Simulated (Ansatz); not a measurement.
# Al2Cu: convergence and cost

Aim, for Al2Cu: make a cell with atoms moved and axes strained at random, then test the plane-wave cutoff on the displaced cell.

Computed with Ansatz 0.2.0 (DFT r2SCAN, scalar-relativistic, plane waves, PAW, unless a step's input says otherwise).

2 further runs of the same task are left out: 1 that didn't finish, 1 set aside as unsound or not needed. Runs told in other sessions of the task aren't counted.

## Step 1: Starting point

It takes space group P4/mmm (No. 123, tetragonal). The conventional cell has a = 4.105 Å, b = 4.105 Å, c = 2.891 Å, α = 90.00°, β = 90.00°, γ = 90.00°. Al (site symmetry mmm) has 4 Cu at 2.51 Å in its first shell of neighbours. Cu (site symmetry 4/mmm) is surrounded by 8 Al at 2.51 Å.

Coordinates:

```cif
data_structure
_symmetry_space_group_name_H-M 'P 1'
_symmetry_Int_Tables_number 1
_cell_length_a 4.1052
_cell_length_b 4.1052
_cell_length_c 2.8913
_cell_angle_alpha 90.000
_cell_angle_beta 90.000
_cell_angle_gamma 90.000
_cell_volume 48.73
loop_
_atom_site_label
_atom_site_type_symbol
_atom_site_fract_x
_atom_site_fract_y
_atom_site_fract_z
_atom_site_occupancy
Al1 Al 0.50000 0.00000 0.50000 1
Al2 Al 0.00000 0.50000 0.50000 1
Cu1 Cu 0.00000 0.00000 0.00000 1
```

The structure comes from the Materials Project (structure only); it is used as listed.

## Step 2: The base run, which the others are set against

input.yaml

```yaml
crystal:
  lattice:
    - [4.105182, 0.0, 0.0]
    - [0.0, 4.105182, 0.0]
    - [0.0, 0.0, 2.891313]
  atoms:
    - { symbol: Al, position: [0.5, 0.0, 0.5] }
    - { symbol: Al, position: [0.0, 0.5, 0.5] }
    - { symbol: Cu, position: [0.0, 0.0, 0.0] }
basis:
  ecutwfc: 500
kpoints:
  mp_grid: { grid: [10, 10, 14] }
hamiltonian:
  xc: r2scan
scf:
  occupations: { method: gaussian, width: 0.1 }
output:
  forces: true
  stress: true
  eigenvalues: true
  populations: true
  write_density: true
  write_potential: true
  elf: true
  volumetric_format: npy
```

It was run beforehand and gave: -2570.7245 eV/atom at zero smearing, pressure -2.16 GPa, largest force 0.000 eV/Å, no gap on the mesh, in 8 SCF cycles and 13 s.

## Step 3: Atoms moved at random, cell strained

input.yaml

```yaml
crystal:
  lattice:
    - [4.0866984621, 0.0013549814, -0.0100177851]
    - [0.0013549814, 4.1025583957, 0.0178365925]
    - [-0.0070556074, 0.0125624568, 2.9085422956]
  atoms:
    - { symbol: Al, position: [0.4687560276, 0.011795831, 0.4766540501] }
    - { symbol: Al, position: [0.0213922591, 0.5074259987, 0.4270045301] }
    - { symbol: Cu, position: [0.0251393845, 0.0352885078, 0.0181625366] }
basis:
  ecutwfc: 500
kpoints:
  mp_grid: { grid: [8, 8, 10] }
hamiltonian:
  xc: r2scan
scf:
  occupations: { method: gaussian, width: 0.1 }
output:
  forces: true
  stress: true
  eigenvalues: true
```

Launch:

```
$ ansatz run input.yaml --threads 1 --pin off --max-ram 2560MiB --backend cpu --events-out ev --progress --plain --runs-dir out
```

The log of the run, shortened:

```text
Warning: RAYON_NUM_THREADS=1 ignored (pool sized by the plan → 1); use --threads N
[...]
Pseudopotentials: kind: paw
Pseudopotential: Al, paw, valence charge 3, recommended cutoff 500 eV (meta_gga), Al.paw.azcp
Pseudopotential: Cu, paw, valence charge 19, recommended cutoff 500 eV (meta_gga), Cu.paw.azcp
Functional definition: r2SCAN
[...]
Crystal: 3 atoms, lattice volume = 48.763 Å³
Basis set: ecut = 500 eV, 1243 PW (Γ), exchange–correlation on 120×120×96 points (64 copies of the dense FFT grid, shifted against one another)
Bands: 17, of which v1, the nominal top of the filled ones, is band 13 counted from 1 (12 counted from 0)
Symmetry: 1 space group operations
Space group: P1 (ITA 1), of the structure as read, at distance tolerance 3.7e-5 Å
k-points: 324 of 640 (time reversal used)
[...]
SCF iter   1: F=—  HF=-7711.741610 eV  |F-HF|=—  |Δ(HF+E_count)|=         —  Δρ=1.91e-2  dr2=1.27e-1  dr2_τ=1.20e-2  ethr=1.77e-3  ⟨swp⟩=5.4  Hψ=29075  notcnv=0
[...]
SCF iter   8: F=-7711.746235 eV  HF=-7711.746235 eV  |F-HF|=3.28e-9  |Δ(HF+E_count)|=   5.39e-8  Δρ=8.75e-6  dr2=2.90e-8  dr2_τ=2.90e-10  ethr=4.00e-10  ⟨swp⟩=4.8  Hψ=24650  notcnv=0
[...]
SCF converged after 8 iterations
Free energy (F): -7711.746235 eV
[...]
E sigma→0 (E₀):  -7711.743565 eV
Entropy (-TS):   -0.005340 eV (-1.780 meV/atom)
Fermi energy:    9.127250 eV
[...]
--- Forces (eV/Å), atoms counted from 1 ---
  atom   1  Al     2.19261074    -0.09916421     0.51313683
  atom   2  Al    -0.48828914     0.93145258     0.82413089
  atom   3  Cu    -1.70428805    -0.83226736    -1.33722335
[...]
--- Stress (GPa, compression-positive) ---
        2.292274      -0.760986       2.876189
       -0.760987       2.885164       1.992411
        2.876189       1.992412       1.619336
  P = ⅓ Tr σ = 2.2656 GPa (22.656 kbar)
--- Band table (eV; the first three rows and the last of 324) ---
  k-point 0: bands = ["-108.7992", "-64.6182", "-64.6127", "-64.5754", "-1.8711", "3.6168", "4.0528", "4.7069", "4.9255", "4.9547", "6.7223", "6.8869", "9.3877", "10.2714", "15.4004", "16.0512", "16.0618"]
[...]
```

Wall time 34 s (1 thread of Intel Xeon Platinum 8375C at 2.90GHz (Ice Lake), shared host); peak memory 0.76 GiB.

The change: all atoms moved at random (spread 0.1 Å), cell strained at random (1 %), on a 8×8×10 mesh.

Read-out: -2570.5812 eV/atom at zero smearing, pressure 2.27 GPa, largest force 2.321 eV/Å and no gap on the mesh.

## Step 4: Plane-wave cutoff on the displaced cell set to 200 eV

input.yaml: that of step 3 with these lines changed.

```diff
@@ -10,3 +10,3 @@
 basis:
-  ecutwfc: 500
+  ecutwfc: 200
 kpoints:
```

Launch:

```
$ ansatz run input.yaml --threads 1 --pin off --max-ram 2560MiB --backend cpu --events-out ev --progress --plain --runs-dir out
```

The log of the run, shortened:

```text
Warning: basis.ecutwfc = 200 eV is below the records' recommended 500 eV, and the density's cutoff is lower with it unless basis.ecutrho_ratio is high enough to keep the records' density cutoff: compare with a run at a higher cutoff
Warning: RAYON_NUM_THREADS=1 ignored (pool sized by the plan → 1); use --threads N
[...]
[... 4 set-up lines as earlier in the session ...]
[...]
Crystal: 3 atoms, lattice volume = 48.763 Å³
Basis set: ecut = 200 eV, 323 PW (Γ), exchange–correlation on 80×80×60 points (64 copies of the dense FFT grid, shifted against one another)
Bands: 17, of which v1, the nominal top of the filled ones, is band 13 counted from 1 (12 counted from 0)
[... 2 set-up lines as earlier in the session ...]
k-points: 324 of 640 (time reversal used)
[...]
SCF iter   1: F=—  HF=-7697.712147 eV  |F-HF|=—  |Δ(HF+E_count)|=         —  Δρ=1.02e-1  dr2=1.96e0  dr2_τ=2.40e-1  ethr=1.77e-3  ⟨swp⟩=5.3  Hψ=27358  notcnv=0
[...]
SCF iter   9: F=-7695.488698 eV  HF=-7695.488698 eV  |F-HF|=3.02e-9  |Δ(HF+E_count)|=   7.17e-8  Δρ=3.59e-6  dr2=6.35e-9  dr2_τ=1.51e-11  ethr=4.00e-10  ⟨swp⟩=5.8  Hψ=20783  notcnv=0
[...]
SCF converged after 9 iterations
Free energy (F): -7695.488698 eV
[...]
E sigma→0 (E₀):  -7695.486215 eV
Entropy (-TS):   -0.004966 eV (-1.655 meV/atom)
Fermi energy:    9.061965 eV
[...]
--- Forces (eV/Å), atoms counted from 1 ---
  atom   1  Al     2.52332544    -0.15292155     0.61217173
  atom   2  Al    -0.46433920     1.09369236     0.99808489
  atom   3  Cu    -2.05906325    -0.94054024    -1.61052306
[...]
--- Stress (GPa, compression-positive) ---
        4.526172      -0.825115       3.782719
       -0.825115       5.170263       3.003993
        3.782719       3.003993       3.765555
  P = ⅓ Tr σ = 4.4873 GPa (44.873 kbar)
--- Band table (eV; the first three rows and the last of 324) ---
  k-point 0: bands = ["-111.5860", "-67.4560", "-67.4325", "-67.2931", "-1.7570", "2.4650", "2.6917", "3.0523", "3.4065", "3.4378", "6.8621", "7.0376", "8.7258", "10.2816", "15.6195", "16.1647", "16.2272"]
[...]
```

It took 11 s on 1 thread of Intel Xeon Platinum 8375C at 2.90GHz (Ice Lake), shared host; peak memory 0.47 GiB.

Read-out: -2565.1621 eV/atom at zero smearing, pressure 4.49 GPa, largest force 2.778 eV/Å and no gap on the mesh. The log warns that the cutoff lies under the recommended one.

## Step 5: Plane-wave cutoff on the displaced cell: 250 eV

input.yaml: that of step 4 with these lines changed.

```diff
@@ -10,3 +10,3 @@
 basis:
-  ecutwfc: 200
+  ecutwfc: 250
 kpoints:
```

Launch:

```
$ ansatz run input.yaml --threads 1 --pin off --max-ram 2560MiB --backend cpu --events-out ev --progress --plain --runs-dir out
```

The log of the run, shortened:

```text
Warning: basis.ecutwfc = 250 eV is below the records' recommended 500 eV, and the density's cutoff is lower with it unless basis.ecutrho_ratio is high enough to keep the records' density cutoff: compare with a run at a higher cutoff
Warning: RAYON_NUM_THREADS=1 ignored (pool sized by the plan → 1); use --threads N
[...]
[... 4 set-up lines as earlier in the session ...]
[...]
Crystal: 3 atoms, lattice volume = 48.763 Å³
Basis set: ecut = 250 eV, 449 PW (Γ), exchange–correlation on 96×96×60 points (64 copies of the dense FFT grid, shifted against one another)
Bands: 17, of which v1, the nominal top of the filled ones, is band 13 counted from 1 (12 counted from 0)
[... 2 set-up lines as earlier in the session ...]
k-points: 324 of 640 (time reversal used)
[...]
SCF iter   1: F=—  HF=-7709.195790 eV  |F-HF|=—  |Δ(HF+E_count)|=         —  Δρ=1.00e-2  dr2=2.54e-2  dr2_τ=3.45e-2  ethr=1.77e-3  ⟨swp⟩=5.2  Hψ=27923  notcnv=0
[...]
SCF iter   8: F=-7709.056139 eV  HF=-7709.056139 eV  |F-HF|=2.01e-8  |Δ(HF+E_count)|=   3.35e-8  Δρ=7.59e-6  dr2=4.27e-8  dr2_τ=5.17e-11  ethr=4.00e-10  ⟨swp⟩=6.0  Hψ=22614  notcnv=0
[...]
SCF converged after 8 iterations
Free energy (F): -7709.056139 eV
[...]
E sigma→0 (E₀):  -7709.053393 eV
Entropy (-TS):   -0.005492 eV (-1.831 meV/atom)
Fermi energy:    9.101702 eV
[...]
--- Forces (eV/Å), atoms counted from 1 ---
  atom   1  Al     2.07954656    -0.09702069     0.54215425
  atom   2  Al    -0.48384466     0.90784261     0.75910484
  atom   3  Cu    -1.59572121    -0.81080622    -1.30142731
[...]
--- Stress (GPa, compression-positive) ---
        3.599048      -0.739548       2.893207
       -0.739549       3.842530       1.917371
        2.893207       1.917371       3.745264
  P = ⅓ Tr σ = 3.7289 GPa (37.289 kbar)
--- Band table (eV; the first three rows and the last of 324) ---
  k-point 0: bands = ["-109.5168", "-65.3424", "-65.3078", "-65.2744", "-1.8606", "3.3587", "3.7290", "4.3342", "4.5260", "4.5689", "6.7409", "6.9256", "9.1830", "10.2740", "15.4750", "16.0952", "16.1099"]
[...]
```

It took 14 s on 1 thread of Intel Xeon Platinum 8375C at 2.90GHz (Ice Lake), shared host; peak memory 0.49 GiB.

Result: -2569.6845 eV/atom at zero smearing, pressure 3.73 GPa, largest force 2.213 eV/Å and no gap on the mesh. The log warns that the cutoff lies under the recommended one.

## Step 6: Plane-wave cutoff on the displaced cell: 300 eV

input.yaml: that of step 5 with these lines changed.

```diff
@@ -10,3 +10,3 @@
 basis:
-  ecutwfc: 250
+  ecutwfc: 300
 kpoints:
```

Launch:

```
$ ansatz run input.yaml --threads 1 --pin off --max-ram 2560MiB --backend cpu --events-out ev --progress --plain --runs-dir out
```

The log of the run, shortened:

```text
Warning: basis.ecutwfc = 300 eV is below the records' recommended 500 eV, and the density's cutoff is lower with it unless basis.ecutrho_ratio is high enough to keep the records' density cutoff: compare with a run at a higher cutoff
Warning: RAYON_NUM_THREADS=1 ignored (pool sized by the plan → 1); use --threads N
[...]
[... 4 set-up lines as earlier in the session ...]
[...]
Crystal: 3 atoms, lattice volume = 48.763 Å³
Basis set: ecut = 300 eV, 557 PW (Γ), exchange–correlation on 96×96×72 points (64 copies of the dense FFT grid, shifted against one another)
Bands: 17, of which v1, the nominal top of the filled ones, is band 13 counted from 1 (12 counted from 0)
[... 2 set-up lines as earlier in the session ...]
k-points: 324 of 640 (time reversal used)
[...]
SCF iter   1: F=—  HF=-7711.401787 eV  |F-HF|=—  |Δ(HF+E_count)|=         —  Δρ=1.70e-2  dr2=1.10e-1  dr2_τ=1.18e-2  ethr=1.77e-3  ⟨swp⟩=5.2  Hψ=28348  notcnv=0
[...]
SCF iter   8: F=-7711.413441 eV  HF=-7711.413441 eV  |F-HF|=5.41e-9  |Δ(HF+E_count)|=   1.22e-8  Δρ=6.22e-6  dr2=1.59e-8  dr2_τ=1.35e-10  ethr=4.00e-10  ⟨swp⟩=6.4  Hψ=24907  notcnv=0
[...]
SCF converged after 8 iterations
Free energy (F): -7711.413441 eV
[...]
E sigma→0 (E₀):  -7711.410795 eV
Entropy (-TS):   -0.005292 eV (-1.764 meV/atom)
Fermi energy:    9.122359 eV
[...]
--- Forces (eV/Å), atoms counted from 1 ---
  atom   1  Al     2.20718613    -0.10441556     0.50334557
  atom   2  Al    -0.51302972     0.92523762     0.81670580
  atom   3  Cu    -1.69416942    -0.82081222    -1.32000205
[...]
--- Stress (GPa, compression-positive) ---
        2.717329      -0.774699       2.751498
       -0.774700       3.351383       1.849752
        2.751498       1.849753       1.854317
  P = ⅓ Tr σ = 2.6410 GPa (26.410 kbar)
--- Band table (eV; the first three rows and the last of 324) ---
  k-point 0: bands = ["-108.9241", "-64.7364", "-64.7315", "-64.6933", "-1.8731", "3.5736", "4.0083", "4.6496", "4.8688", "4.8997", "6.7275", "6.8964", "9.3547", "10.2772", "15.4313", "16.0748", "16.0944"]
[...]
```

It took 17 s on 1 thread of Intel Xeon Platinum 8375C at 2.90GHz (Ice Lake), shared host; peak memory 0.56 GiB.

Read-out: -2570.4703 eV/atom at zero smearing, pressure 2.64 GPa, largest force 2.299 eV/Å and no gap on the mesh. The log warns that the cutoff lies under the recommended one.

## Step 7: Plane-wave cutoff on the displaced cell: 350 eV

input.yaml: that of step 6 with these lines changed.

```diff
@@ -10,3 +10,3 @@
 basis:
-  ecutwfc: 300
+  ecutwfc: 350
 kpoints:
```

Launch:

```
$ ansatz run input.yaml --threads 1 --pin off --max-ram 2560MiB --backend cpu --events-out ev --progress --plain --runs-dir out
```

The log of the run, shortened:

```text
Warning: basis.ecutwfc = 350 eV is below the records' recommended 500 eV, and the density's cutoff is lower with it unless basis.ecutrho_ratio is high enough to keep the records' density cutoff: compare with a run at a higher cutoff
Warning: RAYON_NUM_THREADS=1 ignored (pool sized by the plan → 1); use --threads N
[...]
[... 4 set-up lines as earlier in the session ...]
[...]
Crystal: 3 atoms, lattice volume = 48.763 Å³
Basis set: ecut = 350 eV, 727 PW (Γ), exchange–correlation on 100×108×72 points (64 copies of the dense FFT grid, shifted against one another)
Bands: 17, of which v1, the nominal top of the filled ones, is band 13 counted from 1 (12 counted from 0)
[... 2 set-up lines as earlier in the session ...]
k-points: 324 of 640 (time reversal used)
[...]
SCF iter   1: F=—  HF=-7711.711588 eV  |F-HF|=—  |Δ(HF+E_count)|=         —  Δρ=1.91e-2  dr2=1.27e-1  dr2_τ=1.19e-2  ethr=1.77e-3  ⟨swp⟩=5.3  Hψ=28656  notcnv=0
[...]
SCF iter   8: F=-7711.717142 eV  HF=-7711.717142 eV  |F-HF|=1.45e-9  |Δ(HF+E_count)|=   2.13e-8  Δρ=6.96e-6  dr2=2.17e-8  dr2_τ=1.54e-10  ethr=4.00e-10  ⟨swp⟩=4.7  Hψ=23718  notcnv=0
[...]
SCF converged after 8 iterations
Free energy (F): -7711.717142 eV
[...]
E sigma→0 (E₀):  -7711.714473 eV
Entropy (-TS):   -0.005339 eV (-1.780 meV/atom)
Fermi energy:    9.129152 eV
[...]
--- Forces (eV/Å), atoms counted from 1 ---
  atom   1  Al     2.19535557    -0.09914085     0.51466154
  atom   2  Al    -0.48609593     0.93325818     0.82677482
  atom   3  Cu    -1.70923008    -0.83409942    -1.34140041
[...]
--- Stress (GPa, compression-positive) ---
        2.327662      -0.766774       2.869320
       -0.766775       2.948234       1.977940
        2.869321       1.977941       1.630159
  P = ⅓ Tr σ = 2.3020 GPa (23.020 kbar)
--- Band table (eV; the first three rows and the last of 324) ---
  k-point 0: bands = ["-108.8080", "-64.6246", "-64.6194", "-64.5820", "-1.8720", "3.6145", "4.0506", "4.7040", "4.9223", "4.9514", "6.7244", "6.8898", "9.3852", "10.2731", "15.4056", "16.0573", "16.0688"]
[...]
```

Run time: 21 s. Hardware: 1 thread of Intel Xeon Platinum 8375C at 2.90GHz (Ice Lake), shared host; peak memory 0.59 GiB.

Read-out: -2570.5715 eV/atom at zero smearing, pressure 2.30 GPa, largest force 2.327 eV/Å and no gap on the mesh. The log warns that the cutoff lies under the recommended one.

## Step 8: Plane-wave cutoff on the displaced cell set to 600 eV

input.yaml: that of step 7 with these lines changed.

```diff
@@ -10,3 +10,3 @@
 basis:
-  ecutwfc: 350
+  ecutwfc: 600
 kpoints:
```

Launch:

```
$ ansatz run input.yaml --threads 1 --pin off --max-ram 2560MiB --backend cpu --events-out ev --progress --plain --runs-dir out
```

The log of the run, shortened:

```text
Warning: RAYON_NUM_THREADS=1 ignored (pool sized by the plan → 1); use --threads N
[...]
[... 4 set-up lines as earlier in the session ...]
[...]
Crystal: 3 atoms, lattice volume = 48.763 Å³
Basis set: ecut = 600 eV, 1605 PW (Γ), exchange–correlation on 144×144×96 points (64 copies of the dense FFT grid, shifted against one another)
Bands: 17, of which v1, the nominal top of the filled ones, is band 13 counted from 1 (12 counted from 0)
[... 2 set-up lines as earlier in the session ...]
k-points: 324 of 640 (time reversal used)
[...]
SCF iter   1: F=—  HF=-7711.742789 eV  |F-HF|=—  |Δ(HF+E_count)|=         —  Δρ=1.92e-2  dr2=1.28e-1  dr2_τ=1.21e-2  ethr=1.77e-3  ⟨swp⟩=5.3  Hψ=29048  notcnv=0
[...]
SCF iter   8: F=-7711.747362 eV  HF=-7711.747362 eV  |F-HF|=3.25e-9  |Δ(HF+E_count)|=   4.71e-8  Δρ=8.95e-6  dr2=3.02e-8  dr2_τ=3.05e-10  ethr=4.00e-10  ⟨swp⟩=4.9  Hψ=25467  notcnv=0
[...]
SCF converged after 8 iterations
Free energy (F): -7711.747362 eV
[...]
E sigma→0 (E₀):  -7711.744692 eV
Entropy (-TS):   -0.005340 eV (-1.780 meV/atom)
Fermi energy:    9.126991 eV
[...]
--- Forces (eV/Å), atoms counted from 1 ---
  atom   1  Al     2.19230677    -0.09914742     0.51299844
  atom   2  Al    -0.48822515     0.93134222     0.82402033
  atom   3  Cu    -1.70404885    -0.83217673    -1.33697352
[...]
--- Stress (GPa, compression-positive) ---
        2.292973      -0.760563       2.876506
       -0.760564       2.885589       1.993222
        2.876507       1.993222       1.622709
  P = ⅓ Tr σ = 2.2671 GPa (22.671 kbar)
--- Band table (eV; the first three rows and the last of 324) ---
  k-point 0: bands = ["-108.7997", "-64.6185", "-64.6130", "-64.5757", "-1.8713", "3.6167", "4.0527", "4.7068", "4.9253", "4.9545", "6.7221", "6.8867", "9.3875", "10.2712", "15.4000", "16.0508", "16.0614"]
[...]
```

It took 45 s on 1 thread of Intel Xeon Platinum 8375C at 2.90GHz (Ice Lake), shared host; peak memory 0.83 GiB.

Read-out: -2570.5816 eV/atom at zero smearing, pressure 2.27 GPa, largest force 2.320 eV/Å and no gap on the mesh.

## Step 9: Summary: the plane-wave cutoff on the displaced cell

ΔE: energy per atom at zero smearing, less that of the run at 600 eV. Pressure is positive in compression and holds a correction for the finite cutoff (Pulay stress).

```tsv
cutoff (eV)	ΔE (meV/atom)	pressure (GPa)	largest change of a force component (eV/Å)	plane waves at Γ	SCF cycles	CPU time
200	5419	4.49	0.355	323	9	11 s
250	897	3.73	0.113	449	8	14 s
300	111	2.64	0.025	557	8	18 s
350	10.1	2.30	0.005	727	8	22 s
500	0.38	2.27	0.000	1243	8	34 s
600	0.00	2.27	0.000	1605	8	45 s
```

Times: CPU seconds on a shared machine, a rough guide.

## Step 10: Outcome

| quantity | value |
| --- | --- |
| displaced cell | pressure 2.3 GPa, no gap on the mesh |
| plane-wave cutoff on the displaced cell: within 10 and 1 meV/atom of 600 eV from | 500 eV for 10; 500 eV for 1 |

What this shows: For the plane-wave cutoff on the displaced cell, the energy stays within 1 meV/atom of the reference from 500 eV on, at about 0.76 of the reference's time. The reference is only the best run made, not a proven limit. Total energies converge more slowly with the cutoff than differences between like structures do. The pressure is off by up to 2.2 GPa. Forces stay within 0.01 eV/Å of the reference from 350 eV on. In some runs cutoff or mesh lie under the advised values, so their numbers carry a basis error.
